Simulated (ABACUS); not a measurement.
# MoS2 (R3m) in ABACUS: reference runs

Reference runs on MoS2: the cell as given and a disturbed copy.

All numbers are computed with ABACUS 3.10.1; they aren't measurements. Logs are shortened: lines on timing, memory, paths and dates and some standing lists are left out, and cuts for length are marked.

## Step 1: The structure

Symmetry: R3m, No. 160, trigonal system. Conventional cell: a = 3.160 Å, b = 3.160 Å, c = 18.450 Å, α = 90.00°, β = 90.00°, γ = 120.00°. Mo (site symmetry 3m) has 6 S at 2.39 Å as nearest neighbours. S (site symmetry 3m) is surrounded by 3 Mo at 2.39 Å. S (site symmetry 3m) has 3 Mo at 2.39 Å as nearest neighbours.

Measurements of this composition are mostly on another form, of space group No. 194.

## Step 2: Single point, PBE

The input, INPUT:

```
INPUT_PARAMETERS
suffix              MoS2
calculation         scf
basis_type          pw
pseudo_dir          ./
symmetry            1
dft_functional      pbe
ecutwfc             81
pseudo_rcut         10
nspin               1
nbands              17
ks_solver           dav
smearing_method     fd
smearing_sigma      0.00367493
scf_thr             1e-08
scf_nmax            100
mixing_type         broyden
mixing_beta         0.7
cal_force           1
cal_stress          1
kpar                4
```

The input, STRU:

```
ATOMIC_SPECIES
Mo 95.9500 Mo.upf
S 32.0600 S.upf

LATTICE_CONSTANT
1.8897261246

LATTICE_VECTORS
1.5800000000 0.9122134253 6.1500000000
-1.5800000000 0.9122134253 6.1500000000
0.0000000000 -1.8244268506 6.1500000000

ATOMIC_POSITIONS
Direct

Mo
0.0
1
0.0000000000 0.0000000000 0.0000000000 1 1 1

S
0.0
2
0.4170000000 0.4170000000 0.4170000000 1 1 1
0.2500000000 0.2500000000 0.2500000000 1 1 1
```

The input, KPT:

```
K_POINTS
0
Gamma
10 10 10 0 0 0
```

Potentials or basis: PseudoDojo NC SR 0.4.1 PBE standard, plane waves.

The run is started by

```sh
OMP_NUM_THREADS=1 mpirun -np 4 abacus > log
```

running log:

```text
ABACUS v3.10.1

               Atomic-orbital Based Ab-initio Computation at UStc

 ------------------------------------------------------------------------------------

 READING GENERAL INFORMATION
                           global_out_dir = OUT.MoS2/
                           global_in_card = INPUT
                               pseudo_dir = ./
                              orbital_dir =
                                    DSIZE = 4
                                    GSIZE = 1

 READING UNITCELL INFORMATION
                                    ntype = 2
                  lattice constant (Bohr) = 1.88973
              lattice constant (Angstrom) = 1

 READING ATOM TYPE 1
                               atom label = Mo
                      L=0, number of zeta = 1
                      L=1, number of zeta = 1
                      L=2, number of zeta = 1
             number of atom for this type = 1

 READING ATOM TYPE 2
                               atom label = S
                      L=0, number of zeta = 1
                      L=1, number of zeta = 1
                      L=2, number of zeta = 1
             number of atom for this type = 2

                        TOTAL ATOM NUMBER = 3
DIRECT COORDINATES
    atom                   x                   y                   z     mag                  vx                  vy                  vz
taud_Mo1            0.0000000000        0.0000000000        0.0000000000  0.0000        0.0000000000        0.0000000000        0.0000000000
taud_S1            0.4170000000        0.4170000000        0.4170000000  0.0000        0.0000000000        0.0000000000        0.0000000000
taud_S2            0.2500000000        0.2500000000        0.2500000000  0.0000        0.0000000000        0.0000000000        0.0000000000

                          Volume (Bohr^3) = 358.903
                             Volume (A^3) = 53.1838

 Lattice vectors: (Cartesian coordinate: in unit of a_0)
                +1.58           +0.912213               +6.15
                -1.58           +0.912213               +6.15
                   +0            -1.82443               +6.15
 Reciprocal vectors: (Cartesian coordinate: in unit of 2 pi/a_0)
            +0.316456           +0.182706          +0.0542005
            -0.316456           +0.182706          +0.0542005
                   +0           -0.365412          +0.0542005
 The esolver type has been set to : ksdft_pw

                PAO radial cut off (Bohr) = 10

 Read in pseudopotential file is Mo.upf
                     pseudopotential type = NC
          exchange-correlation functional = PBE
                 nonlocal core correction = 1
                        valence electrons = 14
                                     lmax = 2
                           number of zeta = 4
                     number of projectors = 6
                           L of projector = 0
[... 5 lines left out ...]
                PAO radial cut off (Bohr) = 10

 Read in pseudopotential file is S.upf
                     pseudopotential type = NC
          exchange-correlation functional = PBE
                 nonlocal core correction = 1
                        valence electrons = 6
                                     lmax = 2
                           number of zeta = 2
                     number of projectors = 6
                           L of projector = 0
                           L of projector = 0
                           L of projector = 1
                           L of projector = 1
                           L of projector = 2
                           L of projector = 2
     initial pseudo atomic orbital number = 18

 SETUP THE ELECTRONS NUMBER
            electron number of element Mo = 14
      total electron number of element Mo = 14
             electron number of element S = 6
       total electron number of element S = 12
            AUTOSET number of electrons:  = 26
                           occupied bands = 13
                                   NBANDS = 17
                                   NLOCAL = 27

%%%%%%%%%%%%%%%%%%%%%%%%%%%%%%%%%%%%%%%%%%%%%%%%%%%%%%%%%%%%%%%%%%%%%%%%%%%%%%%%%%%%%%%%%%%%%%%%%%%%%%%%%%
 Warning: the number of valence electrons in pseudopotential > 6 for Mo: [Kr] 4d5 5s1
 Pseudopotentials with additional electrons can yield (more) accurate outcomes, but may be less efficient.
 If you're confident that your chosen pseudopotential is appropriate, you can safely ignore this warning.
%%%%%%%%%%%%%%%%%%%%%%%%%%%%%%%%%%%%%%%%%%%%%%%%%%%%%%%%%%%%%%%%%%%%%%%%%%%%%%%%%%%%%%%%%%%%%%%%%%%%%%%%%%

 SETUP THE PLANE WAVE BASIS
 energy cutoff for charge/potential (unit:Ry) = 324
            fft grid for charge/potential = [ 72, 72, 72 ]
                        fft grid division = [ 1, 1, 1 ]
        big fft grid for charge/potential = [ 72, 72, 72 ]
                                     nbxx = 373248
                                     nrxx = 373248

 SETUP PLANE WAVES FOR CHARGE/POTENTIAL
                    number of plane waves = 35353
[... 66 lines left out ...]
                   Input type of k points = Monkhorst-Pack(Gamma)
                                   nkstot = 1000
                       right hand lattice = 1
(for reciprocal lattice: )
                             BRAVAIS TYPE = 7
                     BRAVAIS LATTICE NAME = 07. Rhombohedral (Trigonal) cell
                                    ibrav = 7
                       right hand lattice = 1
(for k-lattice: )
                             BRAVAIS TYPE = 7
                     BRAVAIS LATTICE NAME = 07. Rhombohedral (Trigonal) cell
                                    ibrav = 7
                       right hand lattice = 1
                        ROTATION MATRICES = 12
                               nkstot_ibz = 116
K-POINTS REDUCTION ACCORDING TO SYMMETRY
     IBZ    DIRECT_X    DIRECT_Y    DIRECT_Z  WEIGHT  ibz2bz
       1  0.00000000  0.00000000  0.00000000  0.0010       0
       2  0.10000000  0.00000000  0.00000000  0.0060       1
       3  0.20000000  0.00000000  0.00000000  0.0060       2
       4  0.30000000  0.00000000  0.00000000  0.0060       3
       5  0.40000000  0.00000000  0.00000000  0.0060       4
       6  0.50000000  0.00000000  0.00000000  0.0030       5
[... 22 lines left out ...]
      29  0.50000000  0.40000000  0.00000000  0.0120      45
      30 -0.40000000  0.40000000  0.00000000  0.0060      46
[... 86 further k points ...]

                               nkstot now = 116
[... K-POINTS DIRECT COORDINATES: 116 rows ...]

           k-point number in this process = 29
       minimum distributed K point number = 29
[... stars of the k points ...]

[... K-POINTS CARTESIAN COORDINATES: 29 rows ...]

[... K-POINTS DIRECT COORDINATES: 29 rows ...]

 SETUP PLANE WAVES FOR WAVE FUNCTIONS
     energy cutoff for wavefunc (unit:Ry) = 81
              fft grid for wave functions = [ 72, 72, 72 ]
                    number of plane waves = 5629
                         number of sticks = 529

 PARALLEL PW FOR WAVE FUNCTIONS
     PROC   COLUMNS(POT)             PW
        1            529           5629
 --------------- sum -------------------
        1            529           5629

 SETUP NONLOCAL PSEUDOPOTENTIALS IN PLANE WAVE BASIS
 Mo non-local projectors:
 projector 1 L=0
 projector 2 L=0
 projector 3 L=1
 projector 4 L=1
 projector 5 L=2
 projector 6 L=2
 S non-local projectors:
 projector 1 L=0
 projector 2 L=0
 projector 3 L=1
 projector 4 L=1
 projector 5 L=2
 projector 6 L=2
      TOTAL NUMBER OF NONLOCAL PROJECTORS = 54

 Init Non-Local PseudoPotential table :
 Init Non-Local-Pseudopotential done.

                                     npwx = 4445

 Make real space PAO into reciprocal space.
       max mesh points in Pseudopotential = 1001
     dq(describe PAO in reciprocal space) = 0.01
                                    max q = 1084

 number of pseudo atomic orbitals for Mo is 4
WARNING: norm of atomic wavefunction # 3 of atomic type Mo is 0.999963, renormalized
WARNING: norm of atomic wavefunction # 4 of atomic type Mo is 0.999469, renormalized

 number of pseudo atomic orbitals for S is 2
WARNING: norm of atomic wavefunction # 2 of atomic type S is 0.999996, renormalized

 -------------------------------------------
 SELF-CONSISTENT
 -------------------------------------------

                                 init_chg = atomic

 PW ALGORITHM --------------- ION=   1  ELEC=   1--------------------------------

 Density error is 0.44532008285
                          Error Threshold = 0.01
----------------------------------------------------------
     Energy           Rydberg                 eV
----------------------------------------------------------
 E_KohnSham     -184.6912456317      -2512.8533113082
 E_Harris       -190.5604062944      -2592.7073387996
 E_Fermi        0.8954284994         12.1829297435
----------------------------------------------------------
[... 99 lines left out ...]
 Density error is 5.17806667689e-09
                          Error Threshold = 2.09503719281e-10
----------------------------------------------------------
     Energy           Rydberg                 eV
----------------------------------------------------------
 E_KohnSham     -184.8952625472      -2515.6291038476
 E_KS(sigma->0) -184.8952625107      -2515.6291033506
 E_Harris       -184.8944281030      -2515.6177506520
 E_band         -11.1651834116       -151.9101136134
 E_one_elec     -87.5606226531       -1191.3233885094
 E_Hartree      55.0450758892        748.9266789351
 E_xc           -33.4293187154       -454.8292147879
 E_Ewald        -118.9503969948      -1618.4031784915
 E_entropy(-TS) -0.0000000730        -0.0000009939
 E_descf        0.0000000000         0.0000000000
 E_exx          0.0000000000         0.0000000000
 E_Fermi        0.8533707580         11.6107048158
----------------------------------------------------------

 charge density convergence is achieved
 final etot is -2515.6291038 eV
 EFERMI = 11.610704816 eV

 STATE ENERGY(eV) AND OCCUPATIONS    NSPIN == 1
 1/29 kpoint (Cartesian) = 0.0000 0.0000 0.0000 (4437 pws)
       1       -50.4036     0.00200000
       2       -24.5687     0.00200000
       3       -24.3370     0.00200000
       4       -24.3370     0.00200000
       5       -3.94647     0.00200000
       6       -2.22600     0.00200000
[... 9 lines left out ...]
      16        13.6263    6.21519e-21
[... 82 lines left out ...]
       4       -24.4305     0.00600000
       5       -1.93058     0.00600000
       6       -1.64808     0.00600000
[... 9 lines left out ...]
      16        14.6563    2.11151e-29
      17        14.6771    1.39148e-29

[... levels at 23 further k points ...]

------------------------------------------------------------------------------------------
 TOTAL-FORCE (eV/Angstrom)
------------------------------------------------------------------------------------------
                       Mo1         0.0000000000         0.0000000000         0.0871531902
                        S1         0.0000000000         0.0000000000         0.4458996942
                        S2         0.0000000000         0.0000000000        -0.5330528844
------------------------------------------------------------------------------------------

----------------------------------------------------------------
 TOTAL-STRESS (KBAR)
----------------------------------------------------------------
        46.1272554477        -0.0000000000        -0.0000000000
        -0.0000000000        46.1272554497         0.0000000000
        -0.0000000000         0.0000000000        70.2166503758
----------------------------------------------------------------
 TOTAL-PRESSURE: 54.157054 KBAR

 --------------------------------------------
 !FINAL_ETOT_IS -2515.6291038475783353 eV
 --------------------------------------------
```

Run time: 88 s. Hardware: 4 MPI ranks of Intel Xeon 6975P-C (Granite Rapids), shared host; peak memory 0.76 GiB.

What came out:

```
Free energy            : -2515.6291 eV
Pressure               : 5.4 GPa
Largest force          : 0.533 eV/Å
Band gap on the k mesh : 0.96 eV, indirect (least direct gap 1.96 eV)
```

Forces on the atoms (eV/Å):
```
Mo   0.000  0.000  0.087
S    0.000  0.000  0.446
S    0.000  0.000 -0.533
```

Stress tensor (GPa, compression positive):
```
4.61 0.00 0.00
0.00 4.61 0.00
0.00 0.00 7.02
```

A k mesh can miss the band edges. As with any semilocal functional, this PBE gap is likely too small.

## Step 3: Single point, PBE (atoms moved at random, drawn with an rms of 0.05 Å)

INPUT: that of step 2 with these lines changed.

```diff
@@ -20,2 +20,4 @@
 cal_stress          1
-kpar                4
+out_chg             1
+out_pot             2
+out_elf             1
```

The input, STRU:

```
ATOMIC_SPECIES
Mo 95.9500 Mo.upf
S 32.0600 S.upf

LATTICE_CONSTANT
1.8897261246

LATTICE_VECTORS
1.5800000000 0.9122134253 6.1500000000
-1.5800000000 0.9122134253 6.1500000000
0.0000000000 -1.8244268506 6.1500000000

ATOMIC_POSITIONS
Direct

Mo
0.0
1
0.0010860000 -0.0053460000 0.0022860000 1 1 1

S
0.0
2
0.3938190000 0.4317550000 0.4335890000 1 1 1
0.2419980000 0.2439430000 0.2603120000 1 1 1
```

KPT is that of step 2.

Potentials or basis: PseudoDojo NC SR 0.4.1 PBE standard, plane waves.

The run is started by

```sh
OMP_NUM_THREADS=1 mpirun -np 4 abacus > log
```

It took 6.1 min on 4 MPI ranks of Intel Xeon 6975P-C (Granite Rapids), shared host; peak memory 1 GiB.

Results (log left out):

```yaml
Free_energy: -2515.5965 eV
Pressure: 2.1 GPa
Largest_force: 1.211 eV/Å
Band_gap_on_the_k_mesh: 0.89 eV, indirect (least direct gap 1.91 eV)
```

Forces in eV/Å, atoms in the order of the input:
```
Mo  -0.776 -0.509  0.778
S    0.613  0.253 -0.575
S    0.163  0.257 -0.203
```

Stress tensor (GPa, compression positive):
```
 2.08 -0.71  2.08
-0.71  3.07  0.02
 2.08  0.02  1.09
```

Levels at points of the mesh, in eV from the valence-band top:
```
           k point  band 10  band 11  band 12  band 13  band 14  band 15  band 16  band 17
(0.00, 0.00, 0.00)    -2.30    -1.88    -1.33    -1.04     1.80     2.25     2.40     2.55
(0.50, 0.00, 0.00)    -3.91    -2.19    -1.49    -1.35     1.74     2.07     3.36     3.44
(0.00, 0.50, 0.00)    -3.79    -2.42    -1.62    -1.26     1.68     2.08     3.20     3.68
(0.50, 0.50, 0.00)    -3.70    -2.98    -1.70    -1.21     1.63     2.19     3.06     3.86
(0.00, 0.00, 0.50)    -3.77    -2.39    -1.62    -1.28     1.67     2.07     3.22     3.70
(0.50, 0.00, 0.50)    -3.71    -2.95    -1.70    -1.20     1.63     2.18     3.07     3.88
(0.00, 0.50, 0.50)    -3.83    -2.89    -1.70    -1.12     1.68     2.18     2.86     3.91
(0.50, 0.50, 0.50)    -3.15    -2.27    -1.83     0.00     1.91     2.16     2.39     2.46
```
